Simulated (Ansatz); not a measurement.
# A series in volume scale on BN

Periodic Kohn-Sham DFT of a crystal at fixed atoms, scaled to volume_scale times the given cell; pressure positive in compression, energy less spherical unpolarised free atoms, largest_vzz the field gradient of largest size among the nuclei. The results are calculated, by Ansatz 0.2.0.

The cell before it is scaled or strained (space group F-43m, No. 216):
```
BN
1.0
      0.0000     1.8075     1.8075
      1.8075     0.0000     1.8075
      1.8075     1.8075     0.0000
B N
1 1
Direct
  0.00000 0.00000 0.00000
  0.75000 0.75000 0.75000
```

Settings of every row: method all-electron PAW; functional PBE; relativity scalar; k mesh 13x13x13; filling fermi-dirac; smearing width 0.03 eV; nucleus gaussian.

Atom start moment: 0 on all atoms.

| row | volume scale | V (Å³/atom) | pressure (GPa) |
| --- | --- | --- | --- |
| 1 | 0.94 | 5.551 | 29.548 |
| 2 | 0.96 | 5.669 | 19.868 |
| 3 | 0.98 | 5.787 | 11.053 |
| 4 | 0.99 | 5.846 | ? |
| 5 | 1 | 5.905 | 3.026 |
| 6 | 1.01 | 5.964 | -0.717 |
| 7 | 1.02 | 6.023 | -4.29 |
| 8 | 1.04 | 6.141 | -10.957 |
| 9 | 1.06 | 6.26 | -17.033 |

Question: what pressure should row 4 give?

Worked fit of pressure. Take u = (V_r/V)^(2/3) − 1 with V_r = 5.9345 Å³ an atom, which is twice the finite (Eulerian) strain; such expansions in the strain, on which the Birch-Murnaghan equation of state is built, carry the rest volume and the bulk modulus. The shown rows have u = 0.04554, 0.03098, 0.01692, 0.00333, -0.0033, -0.00982, -0.02255, -0.03497. Least squares give pressure = 1.1277 + 564.828 × u + 1299.3 × u² GPa; a straight line predicts inner rows, each left out in turn, worse (root mean square 0.67 against 0.0069 GPa). The rows lie off it by 0.003, -0.005, -0.004, 0.003, 0.005, 0.004, -0.009, 0.002 (root mean square 0.0048 GPa). The pressure vanishes at u = -0.0020, or V = 5.952 Å³ an atom, and there the bulk modulus at fixed shape and fractions is B = −V dP/dV = (2/3)(1 + u) dP/du = 372 GPa. The withheld row has u = 0.01007, so the fit gives 1.1277 + 564.828 × (0.01007) + 1299.3 × (0.01007)² = 6.947 GPa.

The calculation gave 6.947 GPa. The fit meets it to the printed digit.
